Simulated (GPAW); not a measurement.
# PtS2 (P-3m1) in GPAW: further runs

The runs below take PtS2 through relaxation of cell and atoms, with PBE, BLYP+D3(BJ), BLYP+D4.

Everything below comes from runs of GPAW 26.7.0. Logs are shortened: lines on timing, memory, paths and dates and some standing lists are left out, and cuts for length are marked. The log counts tension as positive stress, the text compression.

## (1) The crystal as given

The structure is trigonal, space group P-3m1 (No. 164). The conventional cell has a = 3.543 Å, b = 3.543 Å, c = 5.039 Å, α = 90.00°, β = 90.00°, γ = 120.00°. Pt (site symmetry -3m) has 6 S at 2.34 Å as nearest neighbours. Around S (site symmetry 3m) lie 3 Pt at 2.34 Å.

## (2) Relaxation of cell and atoms, PBE

run.py

```python
from ase.filters import FrechetCellFilter
from ase.io import read, write
from ase.optimize import FIRE
from gpaw import GPAW, PW

atoms = read('POSCAR')

calc = GPAW(mode=PW(600),
            xc='PBE',
            kpts={'size': (9, 9, 5), 'gamma': True},
            occupations={'name': 'fermi-dirac', 'width': 0.05},
            nbands=26,
            convergence={'density': 1e-05, 'forces': 0.0001},
            maxiter=150,
            txt='gpaw.txt')
atoms.calc = calc
opt = FIRE(FrechetCellFilter(atoms), trajectory='relax.traj', logfile='-')
done = opt.run(fmax=0.05, steps=40)
calc.write('gs.gpw')
write('result.traj', atoms)
print('Converged:', done)
print('Cell:', atoms.cell.cellpar().round(4))
print('Volume:', round(atoms.get_volume(), 4))
print(atoms.get_scaled_positions().round(5))
```

POSCAR

```
PtS2
1.0
    3.5432000000      0.0000000000      0.0000000000
   -1.7716000000      3.0685012107      0.0000000000
    0.0000000000      0.0000000000      5.0388000000
Pt S
1 2
Direct
    0.0000000000      0.0000000000      0.0000000000
    0.6666666667      0.3333333333      0.7730000000
    0.3333333333      0.6666666667      0.2270000000
```

Potentials or basis: GPAW PAW data sets (gpaw-data 1.2.1), pw.

Run with:

```sh
$ OMP_NUM_THREADS=1 python run.py
```

gpaw.txt:

```text
__  _  _
 | _ |_)|_||  |
 |__||  | ||/\| - 26.7.0

Input parameters:
  mode=PW(ecut=600.0),
  convergence={'density': 1e-05, 'forces': 0.0001},
  kpts=MonkhorstPack(size=(9, 9, 5), gamma=True),
  maxiter=150,
  nbands=26,
  occupations=Occupations(name='fermi-dirac', width=0.05),
  xc=XC(name='PBE')

Diagonalizing LCAO Hamiltonian
Converting LCAO to pw mode

            S

         S

       Pt

Atoms  # Å, Bohr magnetons
|   | symbol |         x |        y |        z |    initial magnetic moments |
|---|--------|-----------|----------|----------|-----------------------------|
| 0 |     Pt |  0.000000 | 0.000000 | 0.000000 | ( 0.0000,  0.0000,  0.0000) |
| 1 |      S |  1.771600 | 1.022834 | 3.894992 | ( 0.0000,  0.0000,  0.0000) |
| 2 |      S | -0.000000 | 2.045667 | 1.143808 | ( 0.0000,  0.0000,  0.0000) |

Unit cell  # Å
| periodic |         x |        y |        z |  lengths |     angles |
|----------|-----------|----------|----------|----------|------------|
|      yes |  3.543200 | 0.000000 | 0.000000 | 3.543200 |  90.000000 |
|      yes | -1.771600 | 3.068501 | 0.000000 | 3.543200 |  90.000000 |
|      yes |  0.000000 | 0.000000 | 5.038800 | 5.038800 | 120.000000 |

Number of symmetries: 12
Symmetry operations  # r_c * U_cc + t_c -> r_c
|    | kind |            matrix            |
|----|------|------------------------------|
|  0 |  σ   |  1, 1, 0,  0,-1, 0,  0, 0, 1 |
|  1 |  S6  |  1, 1, 0, -1, 0, 0,  0, 0,-1 |
|  2 |  E   |  1, 0, 0,  0, 1, 0,  0, 0, 1 |
|  3 |  C2  |  1, 0, 0, -1,-1, 0,  0, 0,-1 |
|  4 |  C2  |  0, 1, 0,  1, 0, 0,  0, 0,-1 |
|  5 |  C3  |  0, 1, 0, -1,-1, 0,  0, 0, 1 |
|  6 |  S6  |  0,-1, 0,  1, 1, 0,  0, 0,-1 |
|  7 |  σ   |  0,-1, 0, -1, 0, 0,  0, 0, 1 |
|  8 |  σ   | -1, 0, 0,  1, 1, 0,  0, 0, 1 |
|  9 |  i   | -1, 0, 0,  0,-1, 0,  0, 0,-1 |
| 10 |  C3  | -1,-1, 0,  1, 0, 0,  0, 0, 1 |
| 11 |  C2  | -1,-1, 0,  0, 1, 0,  0, 0,-1 |
[... 2184 lines left out ...]
Gap: 0.791 eV
Transition (v -> c):
  (s=0, k=0, n=13, [0.00, 0.00, 0.00]) -> (s=0, k=26, n=14, [0.33, 0.33, 0.00])
Direct/indirect transitions are different
Direct gap: 0.966 eV
Transition at: (s=0, k=12, n=13, [0.22, 0.00, -0.20])

Stress tensor  # eV/Ang^3
|        x |         y |         z |
|----------|-----------|-----------|
| 0.004616 |  0.000000 |  0.000000 |
| 0.000000 |  0.004616 | -0.000000 |
| 0.000000 | -0.000000 | -0.004295 |

Forces  # eV/Ang
|       x |       y |        z |
|---------|---------|----------|
| 0.00000 | 0.00000 |  0.00000 |  # Pt   0
| 0.00000 | 0.00000 |  0.11404 |  # S    1
| 0.00000 | 0.00000 | -0.11404 |  # S    2

Interpolating wave functions to new cell

            S

         S

       Pt

Atoms  # Å, Bohr magnetons
|   | symbol |         x |        y |         z |    initial magnetic moments |
|---|--------|-----------|----------|-----------|-----------------------------|
| 0 |     Pt | -0.000000 | 0.000000 | -0.000000 | ( 0.0000,  0.0000,  0.0000) |
| 1 |      S |  1.802191 | 1.040495 |  3.924455 | ( 0.0000,  0.0000,  0.0000) |
| 2 |      S | -0.000000 | 2.080991 |  1.211131 | ( 0.0000,  0.0000,  0.0000) |
[... 199 lines left out ...]
|         10 |         4.803 |     2.000 |
|         11 |         5.606 |     2.000 |
[... 8 lines left out ...]
|         20 |        18.637 |     0.000 |
|         21 |        19.083 |     0.000 |
|        ... |               |           |
|         25 |        19.925 |     0.000 |

Gap: 0.816 eV
Transition (v -> c):
  (s=0, k=0, n=13, [0.00, 0.00, 0.00]) -> (s=0, k=26, n=14, [0.33, 0.33, 0.00])
Direct/indirect transitions are different
Direct gap: 0.972 eV
Transition at: (s=0, k=12, n=13, [0.22, 0.00, -0.20])

Stress tensor  # eV/Ang^3
|        x |        y |         z |
|----------|----------|-----------|
| 0.000812 | 0.000000 |  0.000000 |
| 0.000000 | 0.000812 |  0.000000 |
| 0.000000 | 0.000000 | -0.007323 |

Forces  # eV/Ang
|       x |        y |        z |
|---------|----------|----------|
| 0.00000 |  0.00000 |  0.00000 |  # Pt   0
| 0.00000 |  0.00000 |  0.04418 |  # S    1
[... 65 lines left out ...]
| 11 |  C2  | -1,-1, 0,  0, 1, 0,  0, 0,-1 |
[... 1527 lines left out ...]
species:
  Pt:
    name:    Platinum
    Z:       78.0
    valence: 16
    core:    62
    charge:  0.0  # [|e|]
    compensation charges:
      type: gauss
      rc: 0.41  # [Å]
      lmax: 2
    cutoffs:
      filter: 2.26  # [Å]
      core: 2.26  # [Å]
    projectors
    | kind |    occ | energy [eV] | rcut [Å] |
    |------|--------|-------------|----------|
    |   6s |  1.000 |      -5.628 |    1.307 |
   
[... cut ...]
irect/indirect transitions are different
Direct gap: 1.059 eV
Transition at: (s=0, k=12, n=13, [0.22, 0.00, -0.20])

Stress tensor  # eV/Ang^3
|         x |         y |         z |
|-----------|-----------|-----------|
| -0.000126 |  0.000000 |  0.000000 |
|  0.000000 | -0.000126 | -0.000000 |
|  0.000000 | -0.000000 | -0.005561 |

Forces  # eV/Ang
|        x |        y |        z |
|----------|----------|----------|
|  0.00000 |  0.00000 |  0.00000 |  # Pt   0
|  0.00000 |  0.00000 |  0.02968 |  # S    1
| -0.00000 | -0.00000 | -0.02968 |  # S    2

Interpolating wave functions to new cell
[... 463 lines left out ...]
|         10 |         4.300 |     2.000 |
|         11 |         5.099 |     2.000 |
[... 8 lines left out ...]
|         20 |        17.313 |     0.000 |
|         21 |        18.453 |     0.000 |
|        ... |               |           |
|         25 |        19.587 |     0.000 |

Gap: 1.059 eV
Transition (v -> c):
  (s=0, k=12, n=13, [0.22, 0.00, -0.20]) -> (s=0, k=11, n=14, [0.22, 0.00, -0.40])
Direct/indirect transitions are different
Direct gap: 1.098 eV
Transition at: (s=0, k=12, n=13, [0.22, 0.00, -0.20])

Stress tensor  # eV/Ang^3
|         x |        y |         z |
|-----------|----------|-----------|
|  0.001160 | 0.000000 |  0.000000 |
| -0.000000 | 0.001160 |  0.000000 |
|  0.000000 | 0.000000 | -0.003729 |

Forces  # eV/Ang
|        x |        y |        z |
|----------|----------|----------|
|  0.00000 | -0.00000 |  0.00000 |  # Pt   0
|  0.00000 | -0.00000 |  0.04995 |  # S    1
| -0.00000 | -0.00000 | -0.04995 |  # S    2

Interpolating wave functions to new cell

            S

         S

       Pt
[... 207 lines left out ...]
|         10 |         4.212 |     2.000 |
|         11 |         5.005 |     2.000 |
[... 8 lines left out ...]
|         20 |        17.055 |     0.000 |
|         21 |        18.336 |     0.000 |
|        ... |               |           |
|         25 |        19.539 |     0.000 |

Gap: 1.087 eV
Transition (v -> c):
  (s=0, k=12, n=13, [0.22, 0.00, -0.20]) -> (s=0, k=11, n=14, [0.22, 0.00, -0.40])
Direct/indirect transitions are different
Direct gap: 1.125 eV
Transition at: (s=0, k=12, n=13, [0.22, 0.00, -0.20])

Stress tensor  # eV/Ang^3
|        x |        y |         z |
|----------|----------|-----------|
| 0.000277 | 0.000000 |  0.000000 |
| 0.000000 | 0.000277 |  0.000000 |
| 0.000000 | 0.000000 | -0.004029 |

Forces  # eV/Ang
|        x |        y |        z |
|----------|----------|----------|
| -0.00000 |  0.00000 |  0.00000 |  # Pt   0
|  0.00000 |  0.00000 |  0.02863 |  # S    1
|  0.00000 | -0.00000 | -0.02863 |  # S    2

Interpolating wave functions to new cell

            S

         S

       Pt
[... 472 lines left out ...]
Gap: 1.159 eV
Transition (v -> c):
  (s=0, k=12, n=13, [0.22, 0.00, -0.20]) -> (s=0, k=11, n=14, [0.22, 0.00, -0.40])
Direct/indirect transitions are different
Direct gap: 1.195 eV
Transition at: (s=0, k=12, n=13, [0.22, 0.00, -0.20])

Stress tensor  # eV/Ang^3
|         x |         y |         z |
|-----------|-----------|-----------|
| -0.000235 |  0.000000 |  0.000000 |
|  0.000000 | -0.000235 | -0.000000 |
|  0.000000 | -0.000000 | -0.003362 |

Forces  # eV/Ang
|        x |       y |        z |
|----------|---------|----------|
|  0.00000 | 0.00000 |  0.00000 |  # Pt   0
| -0.00000 | 0.00000 |  0.01179 |  # S    1
| -0.00000 | 0.00000 | -0.01179 |  # S    2

Interpolating wave functions to new cell

            S

         S

       Pt

Atoms  # Å, Bohr magnetons
|   | symbol |         x |        y |         z |    initial magnetic moments |
|---|--------|-----------|----------|-----------|-----------------------------|
| 0 |     Pt | -0.000000 | 0.000000 | -0.000000 | ( 0.0000,  0.0000,  0.0000) |
| 1 |      S |  1.792868 | 1.035113 |  4.438967 | ( 0.0000,  0.0000,  0.0000) |
| 2 |      S | -0.000000 | 2.070225 |  1.225693 | ( 0.0000,  0.0000,  0.0000) |
[... 223 lines left out ...]
Stress tensor  # eV/Ang^3
|        x |         y |         z |
|----------|-----------|-----------|
| 0.001121 |  0.000000 |  0.000000 |
| 0.000000 |  0.001121 | -0.000000 |
| 0.000000 | -0.000000 | -0.001543 |

Forces  # eV/Ang
|       x |        y |        z |
|---------|----------|----------|
| 0.00000 |  0.00000 |  0.00000 |  # Pt   0
| 0.00000 | -0.00000 |  0.03920 |  # S    1
| 0.00000 |  0.00000 | -0.03920 |  # S    2

# Writing to gs.gpw (mode='')
```

It took 24 min on 1 thread of Arm Neoverse V2, shared host; peak memory 0.47 GiB.

Results:

```
Free energy                            : -15.6948 eV
Relaxed volume                         : 21.03 Å³/atom
Relaxed cell                           : a = 3.586 Å, b = 3.586 Å, c = 5.665 Å, α = 90.00°, β = 90.00°, γ = 120.00°
Space group after relaxing (to 0.05 Å) : P-3m1 (No. 164)
Energy gained by relaxing              : 65.8 meV/atom
Ionic steps                            : 40
Pressure after relaxing                : 0.0 GPa
Largest force after relaxing           : 0.039 eV/Å
Band gap on the k mesh                 : 1.20 eV, indirect (least direct gap 1.24 eV)
```

Forces on the atoms (eV/Å):
```
Pt   0.000  0.000  0.000
S    0.000  0.000  0.039
S    0.000  0.000 -0.039
```

The path:
```
step  energy change (eV)  largest force (eV/Å)  pressure (GPa)  volume (Å³)
   1              0.0000                1.2918           11.75        54.78
   2             -0.0751                0.9040            8.34        55.52
   3             -0.1475                0.2920            3.11        56.82
   4             -0.1512                0.3324           -2.03        58.36
   5             -0.1522                0.3160           -1.90        58.32
   6             -0.1541                0.2841           -1.64        58.26
   7             -0.1565                0.2381           -1.27        58.16
   8             -0.1587                0.1803           -0.80        58.04
   9             -0.1605                0.1140           -0.26        57.91
  10             -0.1614                0.0442            0.30        57.78
  11             -0.1615                0.0199            0.83        57.68
  12             -0.1615                0.0189            0.82        57.68
  13             -0.1616                0.0170            0.80        57.69
  14             -0.1616                0.0141            0.78        57.70
  15             -0.1617                0.0104            0.75        57.72
  16             -0.1619                0.0060            0.71        57.73
  17             -0.1620                0.0008            0.67        57.75
  18             -0.1622                0.0050            0.62        57.78
  19             -0.1624                0.0120            0.57        57.81
  20             -0.1626                0.0200            0.50        57.84
  21             -0.1629                0.0291            0.43        57.88
  22             -0.1632                0.0391            0.35        57.93
  23             -0.1636                0.0492            0.26        57.99
  24             -0.1640                0.0588            0.19        58.05
  25             -0.1645                0.0666            0.12        58.12
  26             -0.1651                0.0715            0.08        58.19
  27             -0.1659                0.0721            0.07        58.26
  28             -0.1668                0.0674            0.11        58.34
  29             -0.1680                0.0569            0.19        58.43
  30             -0.1693                0.0420            0.29        58.53
  31             -0.1708                0.0265            0.40        58.66
  32             -0.1726                0.0161            0.47        58.84
  33             -0.1748                0.0168            0.44        59.09
  34             -0.1772                0.0297            0.31        59.42
  35             -0.1800                0.0467            0.14        59.83
  36             -0.1831                0.0499            0.08        60.28
  37             -0.1865                0.0286            0.19        60.77
  38             -0.1900                0.0019            0.33        61.35
  39             -0.1937                0.0118            0.20        62.12
  40             -0.1973                0.0392           -0.04        63.08
```

Final structure:
```cif
data_structure
_symmetry_space_group_name_H-M 'P 1'
_symmetry_Int_Tables_number 1
_cell_length_a 3.5857
_cell_length_b 3.5857
_cell_length_c 5.6647
_cell_angle_alpha 90.000
_cell_angle_beta 90.000
_cell_angle_gamma 120.000
_cell_volume 63.08
loop_
_atom_site_label
_atom_site_type_symbol
_atom_site_fract_x
_atom_site_fract_y
_atom_site_fract_z
_atom_site_occupancy
Pt1 Pt 0.00000 0.00000 0.00000 1
S1 S 0.66667 0.33333 0.78362 1
S2 S 0.33333 0.66667 0.21638 1
```

Caveat: later steps reuse the first step's grids; the volume moved by over 15 % at a fixed basis, so the end points are rough; spin-orbit coupling is left out, which moves the levels of the heavy elements; an odd mesh through Γ misses points on the zone boundary, where band edges often lie; this functional lacks dispersion, which binds the layers, so the pressure and a relaxed spacing across them are unreliable, and here the layers came unbound; the volume moved by +15 % from the deposited cell, more than functionals usually miss. Zero-point motion and thermal expansion aren't in these numbers.

(Continued in part 2 of 2.)
